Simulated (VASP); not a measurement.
Output of a VASP run:

File OUTCAR:
```
 ion  position               nearest neighbor table
   1  0.000  0.000  0.000-
   2  0.500  0.500  0.500-
  LATTYP: Found a face centered cubic cell.
 ALAT       =     5.9316650504
 Subroutine PRICEL returns:
 Original cell was already a primitive cell.
 Subroutine GETGRP returns: Found 48 space group operations
The static configuration has the point symmetry O_h .
The dynamic configuration has the point symmetry O_h .
 Subroutine INISYM returns: Found 48 space group operations
 Subroutine IBZKPT returns following result:
 Found     47 irreducible k-points:

 Following reciprocal coordinates:
            Coordinates               Weight
  0.000000  0.000000  0.000000      1.000000
  0.100000  0.000000  0.000000      8.000000
  0.200000  0.000000  0.000000      8.000000
  0.300000  0.000000  0.000000      8.000000
  0.400000  0.000000  0.000000      8.000000
  0.500000  0.000000  0.000000      4.000000
  0.100000  0.100000  0.000000      6.000000
  0.200000  0.100000  0.000000     24.000000
  0.300000  0.100000  0.000000     24.000000
  0.400000  0.100000  0.000000     24.000000
  0.500000  0.100000  0.000000     24.000000
 -0.400000  0.100000  0.000000     24.000000
 -0.300000  0.100000  0.000000     24.000000
 -0.200000  0.100000  0.000000     24.000000
 -0.100000  0.100000  0.000000     12.000000
  0.200000  0.200000  0.000000      6.000000
  0.300000  0.200000  0.000000     24.000000
  0.400000  0.200000  0.000000     24.000000
  0.500000  0.200000  0.000000     24.000000
 -0.400000  0.200000  0.000000     24.000000
 -0.300000  0.200000  0.000000     24.000000
 -0.200000  0.200000  0.000000     12.000000
  0.300000  0.300000  0.000000      6.000000
  0.400000  0.300000  0.000000     24.000000
  0.500000  0.300000  0.000000     24.000000
 -0.400000  0.300000  0.000000     24.000000
 -0.300000  0.300000  0.000000     12.000000
  0.400000  0.400000  0.000000      6.000000
  0.500000  0.400000  0.000000     24.000000
 -0.400000  0.400000  0.000000     12.000000
  0.500000  0.500000  0.000000      3.000000
  0.300000  0.200000  0.100000     24.000000
  0.400000  0.200000  0.100000     48.000000
  0.500000  0.200000  0.100000     48.000000
 -0.400000  0.200000  0.100000     24.000000
  0.400000  0.300000  0.100000     24.000000
  0.500000  0.300000  0.100000     48.000000
 -0.400000  0.300000  0.100000     48.000000
 -0.300000  0.300000  0.100000     48.000000
 -0.200000  0.300000  0.100000     24.000000
 Subroutine IBZKPT_HF returns following result:
   k-points           NKPTS =     47   k-points in BZ     NKDIM =     47   number of bands    NBANDS=     33
   number of dos      NEDOS =   1001   number of ions     NIONS =      2
   total plane-waves  NPLWV =  21952
   dimension x,y,z NGX =    28 NGY =   28 NGZ =   28
   dimension x,y,z NGXF=    56 NGYF=   56 NGZF=   56
   ions per type =               1   1
   PREC   = accura    normal or accurate (medium, high low for compatibility)
   ISTART =      0    job   : 0-new  1-cont  2-samecut
   ICHARG =      2    charge: 1-file 2-atom 10-const
   ISPIN  =      1    spin polarized calculation?
   LNONCOLLINEAR =      F non collinear calculations
   LSORBIT =      F    spin-orbit coupling
   INIWAV =      1    electr: 0-lowe 1-rand  2-diag
   ENCUT  =  400.0 eV  29.40 Ry    5.42 a.u.   6.84  6.84  6.84*2*pi/ulx,y,z
   NELM   =    100;   NELMIN=  2; NELMDL= -5     # of ELM steps
   EDIFF  = 0.1E-06   stopping-criterion for ELM
   LREAL  =      F    real-space projection
   NLSPLINE    = F    spline interpolate recip. space projectors
   LMAXMIX     =    4 max onsite mixed and CHGCAR
   VOSKOWN=      0    Vosko Wilk Nusair interpolation
   EDIFFG = 0.1E-05   stopping-criterion for IOM
   NSW    =      0    number of steps for IOM
   NBLOCK =      1;   KBLOCK =      1    inner block; outer block
...
```

File OSZICAR:
```
       N       E                     dE             d eps       ncg     rms          rms(c)
DAV:   1     0.986170213132E+02    0.98617E+02   -0.44541E+03  3254   0.349E+02
DAV:   2    -0.135175508771E+02   -0.11213E+03   -0.10148E+03  3271   0.146E+02
DAV:   3    -0.221737289594E+02   -0.86562E+01   -0.85460E+01  3956   0.378E+01
DAV:   4    -0.222674305613E+02   -0.93702E-01   -0.93649E-01  3704   0.393E+00
DAV:   5    -0.222679413829E+02   -0.51082E-03   -0.51080E-03  3906   0.302E-01    0.159E+00
DAV:   6    -0.202843801649E+02    0.19836E+01   -0.31224E-01  3182   0.318E+00    0.141E+00
DAV:   7    -0.202850594177E+02   -0.67925E-03   -0.17798E-01  3192   0.254E+00    0.415E-01
DAV:   8    -0.204324576547E+02   -0.14740E+00   -0.14181E-01  3160   0.194E+00    0.354E-01
DAV:   9    -0.203956257960E+02    0.36832E-01   -0.69955E-02  3144   0.127E+00    0.225E-01
DAV:  10    -0.204393137649E+02   -0.43688E-01   -0.28304E-02  3119   0.752E-01    0.118E-01
DAV:  11    -0.204481100712E+02   -0.87963E-02   -0.35735E-03  3572   0.267E-01    0.570E-02
DAV:  12    -0.204481278863E+02   -0.17815E-04   -0.12346E-04  4013   0.367E-02    0.489E-02
DAV:  13    -0.204456587512E+02    0.24691E-02   -0.77257E-04  3248   0.130E-01    0.985E-02
DAV:  14    -0.204479825821E+02   -0.23238E-02   -0.50324E-04  3177   0.108E-01    0.127E-01
DAV:  15    -0.204478771505E+02    0.10543E-03   -0.11204E-04  3716   0.531E-02    0.161E-01
DAV:  16    -0.204479524604E+02   -0.75310E-04   -0.61573E-05  3188   0.415E-02    0.145E-01
DAV:  17    -0.204479161014E+02    0.36359E-04   -0.26160E-05  3198   0.218E-02    0.144E-01
DAV:  18    -0.204479296739E+02   -0.13572E-04   -0.49525E-06  3340   0.107E-02    0.152E-01
DAV:  19    -0.204479294411E+02    0.23275E-06   -0.13028E-07  4172   0.137E-03    0.154E-01
DAV:  20    -0.204479255137E+02    0.39274E-05   -0.48165E-07  3252   0.314E-03    0.148E-01
DAV:  21    -0.204479744899E+02   -0.48976E-04   -0.16652E-05  3974   0.162E-02    0.908E-02
DAV:  22    -0.204479908701E+02   -0.16380E-04   -0.10204E-05  3894   0.106E-02    0.478E-02
DAV:  23    -0.204480045328E+02   -0.13663E-04   -0.21097E-06  4110   0.487E-03    0.311E-02
DAV:  24    -0.204480041346E+02    0.39815E-06   -0.70578E-07  3331   0.315E-03    0.206E-02
DAV:  25    -0.204480189297E+02   -0.14795E-04   -0.22779E-06  3207   0.631E-03    0.589E-03
DAV:  26    -0.204480176045E+02    0.13252E-05   -0.54023E-07  3458   0.296E-03    0.843E-04
DAV:  27    -0.204480207861E+02   -0.31816E-05   -0.90448E-08  3436   0.146E-03    0.393E-04
DAV:  28    -0.204480199191E+02    0.86697E-06   -0.22598E-08  3317   0.685E-04    0.178E-04
DAV:  29    -0.204480207906E+02   -0.87148E-06   -0.37452E-09  2471   0.355E-04    0.348E-05
DAV:  30    -0.204480205718E+02    0.21884E-06   -0.11163E-09  1771   0.173E-04    0.469E-05
DAV:  31    -0.204480206921E+02   -0.12031E-06   -0.85611E-10  1720   0.129E-04    0.530E-05
DAV:  32    -0.204480206035E+02    0.88604E-07   -0.68391E-11  1652   0.331E-05
   1 F= -.20448021E+02 E0= -.20448021E+02  d E =-.368779E-37
 imaginary and real dielectric function
```

OUTCAR:
```
------------------------ aborting loop because EDIFF is reached ----------------------------------------
  FORCE on cell =-STRESS in cart. coord.  units (eV):
  Direction    XX          YY          ZZ          XY          YZ          ZX
  --------------------------------------------------------------------------------------
  Total       -0.0018473     -0.0018473     -0.0018473      0.0000000      0.0000000      0.0000000
  in kB       -0.0567252     -0.0567252     -0.0567252      0.0000000      0.0000000      0.0000000
  external PRESSURE =      -0.0567252 kB  Pullay stress =       0.0000000 kB
  volume of cell :       52.18
      direct lattice vectors                 reciprocal lattice vectors
     0.000000000  2.965832525  2.965832525    -0.168586728  0.168586728  0.168586728
     2.965832525  0.000000000  2.965832525     0.168586728 -0.168586728  0.168586728
     2.965832525  2.965832525  0.000000000     0.168586728  0.168586728 -0.168586728
 POSITION                                       TOTAL-FORCE (eV/Angst)
 -----------------------------------------------------------------------------------
      0.00000      0.00000      0.00000         0.000000      0.000000     -0.000000
      2.96583      2.96583      2.96583        -0.000000     -0.000000      0.000000
 -----------------------------------------------------------------------------------
    total drift:                                0.000000      0.000000      0.000000
  FREE ENERGIE OF THE ION-ELECTRON SYSTEM (eV)
  ---------------------------------------------------
  free  energy   TOTEN  =       -20.4480206035 eV

  energy  without entropy=      -20.4480206035  energy(sigma->0) =      -20.44802060

 plasma frequency squared (from intraband transitions) (eV^2)
  --------------------------------------------------------------------------------------
       0.000       0.000       0.000
       0.000       0.000       0.000
       0.000       0.000       0.000

 plasma frequency squared (from interband transitions, int dw w eps(2)(w)) (eV^2)
  --------------------------------------------------------------------------------------
     254.332       0.000      -0.000       0.000      -0.000      -0.000
      -0.000      -0.000     254.332       0.000       0.000       0.000
      -0.000       0.000       0.000      -0.000     254.332       0.000
```
(Selected blocks of OUTCAR.)

File POSCAR:
```
NaBr
1
    0.0000000000     2.9658325252     2.9658325252
    2.9658325252     0.0000000000     2.9658325252
    2.9658325252     2.9658325252     0.0000000000
Na Br
1 1
Direct
  0.0000000000   0.0000000000   0.0000000000
  0.5000000000   0.5000000000   0.5000000000
```

Q: Reconstruct the remaining input files.

A: This is not unique; one that fits is the input of the run itself, r2SCAN meta-GGA, plane waves, VASP's PBE PAW potentials (set 64).

### INCAR
```
! general
SYSTEM  = NaBr
PREC    = Accurate
ENCUT   = 400
LREAL   = .FALSE.
LASPH   = .TRUE.
NBANDS  = 33

! electronic loop
EDIFF   = 1E-7
NELM    = 100
ALGO    = Normal
LMAXMIX = 4
LMIXTAU = .TRUE.

! smearing
ISMEAR  = 0
SIGMA   = 0.01

! functional
METAGGA = R2SCAN

! output
LWAVE   = .FALSE.
LCHARG  = .FALSE.
NEDOS   = 1001

! other
LOPTICS = .TRUE.
LPEAD   = .TRUE.
CSHIFT  = 0.1
```

**KPOINTS**
```
Regular mesh
0
G
 10 10 10
0 0 0
```

POTCAR, in this order: Na_pv Br (PBE.64 set). Program: vasp_std.

The compound is NaBr in the rock salt structure. It was relaxed first.
